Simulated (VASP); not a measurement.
CuAu under changes of volume

One of the cells (14.847 Å³/atom); the others are scaled copies at fixed shape and fractional positions:

```
CELL_PARAMETERS angstrom
2.82936 0.00000 0.00000
0.00000 2.82936 0.00000
0.00000 0.00000 3.70940
ATOMIC_POSITIONS crystal
Au 0.00000 0.00000 0.00000
Cu 0.50000 0.50000 0.50000
```

- Program: VASP 6.6.1
- Functional: PBE
- Potentials or basis: VASP PAW PBE potentials, release 64 (Au, Cu)
- Cutoff: 520 eV
- k mesh: 9 × 9 × 7
- Occupations: fermi-dirac, width 0.05 eV
- Spin: no spin polarisation

| volume (Å³/atom) | energy over the lowest point (meV/atom) | pressure (GPa) |
| --- | --- | --- |
| 13.683 | 61.71 | 16.6 |
| 13.974 | ? | ? |
| 14.265 | 17.11 | 8.0 |
| 14.847 | 0.14 | 1.4 |
| 15.139 | 0.00 | -1.4 |
| 15.430 | 4.51 | -3.8 |

Question: What does the run at 13.974 Å³/atom give?

Answer: Energy over the lowest point 35.50 meV/atom; pressure 12.1 GPa.

Worked out: A Birch-Murnaghan fit of order 3 (a polynomial in V^(-2/3)) to the other rows has its minimum at 15.00 Å³/atom with B0 = V·E''(V) = 140 GPa and B' = 5.7 at fixed shape and positions, which overstates the stiffness. It gives 35.49 meV/atom at 13.974 Å³/atom, against the run's 35.50, and -dE/dV = 12.2 GPa, against 12.1.

Energies are extrapolated to zero smearing.
